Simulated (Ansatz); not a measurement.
ZnCu: from a trial structure to a relaxed crystal

The calculation used DFT PBE, scalar-relativistic, plane waves, PAW (Ansatz 0.2.0). Cutoff 420 eV, Γ-centred k mesh, Gaussian smearing, no spin polarisation in the final step.

The start puts ZnCu on the wurtzite structure type (P6_3mc, No. 186), with Cu in place of O, at a guessed volume.

```yaml
crystal:
  lattice:
    - [3.35349, 0.00000, 0.00000]
    - [-1.67674, 2.90421, 0.00000]
    - [0.00000, 0.00000, 5.37050]
  atoms:
    - { symbol: Zn, position: [0.33333, 0.66667, 0.00000] }
    - { symbol: Zn, position: [0.66667, 0.33333, 0.50000] }
    - { symbol: Cu, position: [0.33333, 0.66667, 0.38210] }
    - { symbol: Cu, position: [0.66667, 0.33333, 0.88210] }
```

Steps on the 6×6×4 mesh (4 atoms). 12 of 17 steps are shown, and the free energy counts from the last. Trial steps that were taken back and renewals of the plane-wave basis can be among the rows.

```csv
step,ΔF (meV/atom),V (Å³/atom),P (GPa),largest force component (eV/Å)
1,1315.2,13.08,67.87,0.095
2,718.4,15.00,34.56,0.222
4,312.5,18.80,2.03,0.198
5,302.4,19.08,-1.36,0.263
7,263.2,18.59,-4.63,0.442
8,209.5,17.99,-5.64,0.539
10,172.5,15.91,8.36,0.155
11,149.9,16.80,0.19,0.039
13,61.9,16.81,7.87,0.001
14,18.3,17.65,3.89,0.000
16,1.2,18.77,0.13,0.004
17,0.0,18.77,0.05,0.004
```

A final relaxation ran on a 12×12×10 mesh. The relaxed crystal, P6_3/mmc (No. 194):

```
Zn Cu
1.0
     4.24518    0.00000    0.00000
    -2.12259    3.67643    0.00000
     0.00000    0.00000    4.81402
Zn Cu
2 2
Cartesian
  0.0000 2.4510 3.6105
  2.1226 1.2255 1.2035
  0.0000 2.4510 1.2035
  2.1226 1.2255 3.6105
```

- Volume per atom: 18.78 Å³
- Density: 5.70 g/cm³
- Energy over the elements: 0.42 eV/atom
- Gap on the 12×12×10 mesh: 0 eV (a metal)

Formation energies are uncorrected and refer to the elements' standard structures at the same level.

The final run used a 12×12×10 mesh on its 4-atom cell and 0.10 eV smearing. The k mesh leaves about 4 meV/atom of noise in metals.

A structure relaxed within its symmetry needn't be a true minimum.